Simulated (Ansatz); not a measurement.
The system is MnO.

```
Mn O
1.0
     2.67239    0.00000    0.00000
     0.00000    2.67239    0.00000
     0.00000    0.00000    2.67239
Mn O
1 1
Cartesian
  0.0000 0.0000 0.0000
  1.3362 1.3362 1.3362
```

Measurements of this composition are mostly on another form, of space group No. 225.

| Quantity | Value |
| --- | --- |
| Program | Ansatz 0.2.0 |
| Task | single point |
| Functional | PBE |
| Potentials or basis | all-electron LAPW, scalar-relativistic |
| Cutoff | 297 eV (chosen from the basis error) |
| Basis error allowed | 0.001 eV/atom |
| k mesh | 10 × 10 × 10 |
| Occupations | fermi-dirac, width 0.05 eV |
| Spin | collinear spin, ferromagnetic start |
| Starting moments | [4.0, 0.0] μB |

On this cell: pressure 5.6 GPa; largest force zero by symmetry; net moment 4.19 μB per cell; site moments Mn +3.93; O +0.14 μB; band gap on the k mesh none (metal or under the smearing width).

The same run follows on a disturbed copy (atoms moved at random, drawn with an rms of 0.05 Å):

```xyz
2
Lattice="2.6724 0.0000 0.0000 0.0000 2.6724 0.0000 0.0000 0.0000 2.6724" Properties=species:S:1:pos:R:3 pbc="T T T"
Mn    0.0329    0.0070   -0.0094
O     1.2947    1.3420    1.3371
```

**Question.** What changes?

**Answer.** The energy (extrapolated to zero smearing) moves by +1.7 meV/atom; pressure 5.9 GPa; largest force 0.082 eV/Å; net moment 4.18 μB per cell; site moments Mn +3.90; O +0.13 μB; band gap on the k mesh none (metal or under the smearing width).

Forces on the atoms (eV/Å):
```
Mn  -0.081 -0.002  0.013
O    0.081  0.002 -0.013
```

Stress tensor (GPa, compression positive):
```
 5.83  0.00 -0.04
 0.00  5.98  0.00
-0.04  0.00  5.98
```

Caveats: a cell with one magnetic atom can't hold antiferromagnetic order, which such compounds often take; semilocal functionals often make such compounds metallic where correlation or magnetic order opens a gap, which also shifts bond lengths.

The runs don't all hold the same shells in valence.
